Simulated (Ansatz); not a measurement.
## A series in volume scale on Cd

All results are calculated (Ansatz 0.2.0). Periodic Kohn-Sham DFT of a crystal at fixed atoms, scaled to volume_scale times the given cell; pressure positive in compression, energy less spherical unpolarised free atoms, largest_vzz the field gradient of largest size among the nuclei.

The cell before it is scaled or strained (space group Fm-3m, No. 225):
```
cell vectors (Å)
   0.0000     2.2495     2.2495
   2.2495     0.0000     2.2495
   2.2495     2.2495     0.0000
atoms (fractions of the cell vectors)
Cd  0.00000  0.00000  0.00000
```

Settings of every row: method all-electron LAPW; functional PBE; relativity scalar; k mesh 14x14x14; filling fermi-dirac; smearing width 0.03 eV; basis error target 1 meV/atom; nucleus gaussian.

Atom start moment: 0 on all atoms.

Limits: the cell comes from a prototype or a list of computed structures and needn't be the stable phase.

| row | volume scale | V (Å³/atom) | energy less free atoms (eV/atom) | pressure (GPa) |
| --- | --- | --- | --- | --- |
| 1 | 0.9405 | 21.411 | -0.7318 | 3.248 |
| 2 | 0.97 | 22.083 | -0.7416 | 1.479 |
| 3 | 1 | 22.767 | -0.7446 | 0.008 |
| 4 | 1.03 | 23.449 | ? | ? |
| 5 | 1.06 | 24.132 | -0.7348 | -2.142 |

Question: what energy less free atoms and pressure should row 4 give?

Worked fit of energy less free atoms. Take u = (V_r/V)^(2/3) − 1 with V_r = 22.425 Å³ an atom, which is twice the finite (Eulerian) strain; such expansions in the strain, on which the Birch-Murnaghan equation of state is built, carry the rest volume and the bulk modulus. The shown rows have u = 0.03133, 0.0103, -0.01004, -0.04773. Least squares give energy less free atoms = −0.74386 + 0.1562 × u + 7.255 × u² eV/atom; a straight line predicts inner rows, each left out in turn, worse (root mean square 0.0071 against 0.00024 eV/atom). The rows lie off it by 0.0000, -0.0001, 0.0001, 0.0000. The withheld row has u = -0.02933, so the fit gives −0.74386 + 0.1562 × (-0.02933) + 7.255 × (-0.02933)² = -0.7422 eV/atom.

The calculation gave -0.742 eV/atom. The fit lies 0.0002 eV/atom (1.6 % of the column's range) below it; its largest miss of a shown row is 0.0001 eV/atom.

Worked fit of pressure. Take u = (V_r/V)^(2/3) − 1 with V_r = 22.425 Å³ an atom, which is twice the finite (Eulerian) strain; such expansions in the strain, on which the Birch-Murnaghan equation of state is built, carry the rest volume and the bulk modulus. The shown rows have u = 0.03133, 0.0103, -0.01004, -0.04773. Least squares give pressure = 0.7065 + 72.592 × u + 270.79 × u² GPa; a straight line predicts inner rows, each left out in turn, worse (root mean square 0.26 against 0.0079 GPa). The rows lie off it by 0.001, -0.004, 0.003, -0.001. The pressure vanishes at u = -0.0101, or V = 22.77 Å³ an atom, and there the bulk modulus at fixed shape and fractions is B = −V dP/dV = (2/3)(1 + u) dP/du = 44.3 GPa. The withheld row has u = -0.02933, so the fit gives 0.7065 + 72.592 × (-0.02933) + 270.79 × (-0.02933)² = -1.190 GPa.

The calculation gave -1.186 GPa. The fit lies 0.004 GPa (0.074 % of the column's range) below it; its largest miss of a shown row is 0.004 GPa.
